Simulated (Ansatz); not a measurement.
Starting cell, GeTe (alpha-GeTe type, space group R3m):

```
GeTe
1.0
    4.18701     2.41737     7.37359
   -2.09351     1.20869     3.68680
    0.00000    -2.41737     3.68680
Ge Te
2 2
Direct
  0.11592   0.23184   0.23184
  0.61592   0.23184   0.23184
  0.38408   0.76816   0.76816
  0.88408   0.76816   0.76816
```

The atoms are displaced by Q × the pattern below (from a DFPT mode at L = (0.5, 0.0, 0.0), largest move 1; Q in Å), at fixed cell. (q is in reciprocal vectors of the primitive cell; the cell shown is doubled to hold the pattern.)

```tsv
atom	x	y	z
Ge1	0.500	-0.866	0.000
Ge2	-0.500	0.866	0.000
Te3	-0.417	0.722	0.000
Te4	0.417	-0.722	0.000
```

All values below come from r2SCAN (plane waves to 500 eV, PAW, scalar-relativistic; Ansatz, a program for electronic structure). k mesh 5×10×10 (Γ-centred), Fermi-Dirac smearing 0.05 eV. Energies are smeared free energies. GeTe was relaxed with its symmetry unable to fall. Spin-orbit coupling is left out, though Te is heavy. The zero of ΔE is the undisplaced structure.

```tsv
Q (Å)	ΔE (eV/cell)
-0.180	0.1042
-0.120	0.0465
-0.060	0.0117
0.000	0.0000
0.060	0.0117
0.120	0.0465
0.180	0.1042
```

Q: Which DFPT wavenumber at L = (0.5, 0.0, 0.0) belongs to this mode?
(A) 139 cm⁻¹
(B) 179 cm⁻¹
(C) 74 cm⁻¹
(D) 93 cm⁻¹

A: C, 74 cm⁻¹. The curvature of the scan gives 74 cm⁻¹

(A displaced cell: forces are minus the slopes of the energy, force constants its curvatures, and phonons follow from these.)
